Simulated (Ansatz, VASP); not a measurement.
## One calculation of Si2W, two programs

```
CELL_PARAMETERS angstrom
-1.61450 1.61450 3.93341
1.61450 -1.61450 3.93341
1.61450 1.61450 -3.93341
ATOMIC_POSITIONS crystal
Si 0.33457 0.33457 0.00000
Si 0.66543 0.66543 0.00000
W 0.00000 0.00000 0.00000
```

Alike in both runs: functional PBE; k mesh 18 × 18 × 18; occupations gaussian, width 0.1 eV; no spin polarisation.

Ansatz relaxed the structure, and its values are those at the end. VASP's run is a single point on that final structure, the one shown.

```csv
,VASP,Ansatz
version,VASP 6.6.1,Ansatz 0.2.0
potentials or method,"VASP PAW PBE potentials, release 64 (Si, W_sv)","scalar-relativistic, plane waves, PAW"
plane-wave cutoff (eV),520,420
valence electrons in the cell,22,22
```

Ansatz gave:

```
gap on the k mesh at the Fermi level (eV) : none
pressure (GPa)                            : 0.0
```

Task: Which values does VASP return?

Result: gap on the k mesh at the Fermi level (eV): none; pressure (GPa): 0.1.

A gap of «none» marks a metal or a gap that the smearing closes.

Spin-orbit coupling is left out, which matters for the levels of W.
